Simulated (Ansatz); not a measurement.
# SiC (Fm-3m): the volume at zero pressure

Where does the pressure of SiC (Fm-3m) vanish?

Computed with Ansatz 0.2.0 (DFT PBEsol, scalar-relativistic, plane waves, PAW, unless a step's input says otherwise).

## Step 1: Starting point

The structure is cubic, space group Fm-3m (No. 225). The conventional cell has a = 4.176 Å, b = 4.176 Å, c = 4.176 Å, α = 90.00°, β = 90.00°, γ = 90.00°. Around C (site symmetry m-3m) lie 6 Si at 2.09 Å. Si (site symmetry m-3m) is surrounded by 6 C at 2.09 Å.

As a file:

```xyz
2
Lattice="0.0000 2.0881 2.0881 2.0881 0.0000 2.0881 2.0881 2.0881 0.0000" Properties=species:S:1:pos:R:3 pbc="T T T"
C     0.0000    0.0000    0.0000
Si    2.0881    2.0881    2.0881
```

## Step 2: First run, at the start cell

input.yaml

```yaml
crystal:
  lattice:
    - [0.0, 2.08810077, 2.08810077]
    - [2.08810077, 0.0, 2.08810077]
    - [2.08810077, 2.08810077, 0.0]
  atoms:
    - { symbol: C, position: [0.0, 0.0, 0.0] }
    - { symbol: Si, position: [0.5, 0.5, 0.5] }
basis:
  ecutwfc: 420
  ecutrho_ratio: 4
kpoints:
  mp_grid: { grid: [18, 18, 18] }
hamiltonian:
  xc: pbesol
scf:
  occupations: { method: gaussian, width: 0.05 }
output:
  forces: true
  stress: true
  eigenvalues: true
```

The run is started by

```bash
> ansatz run input.yaml --threads 1 --pin off --max-ram 2560MiB --backend cpu --events-out ev --progress --plain --runs-dir out
```

Further steps of the session: A new volume, run 2; Next volume, run 3.

**Question.** What will these runs give? Wanted: volume; pressure; conventional cell; gap on the mesh.

As calculated:

```
         quantity                                                                      value
           volume                                                              8.207 Å³/atom
         pressure                                                                   0.01 GPa
conventional cell  a = 4.034 Å, b = 4.034 Å, c = 4.034 Å, α = 90.00°, β = 90.00°, γ = 90.00°
  gap on the mesh                                                               none (metal)
```

**Reading.** The volume went from 9.10 to 8.21 Å³/atom (-9.9 %), where 0.01 GPa is left.
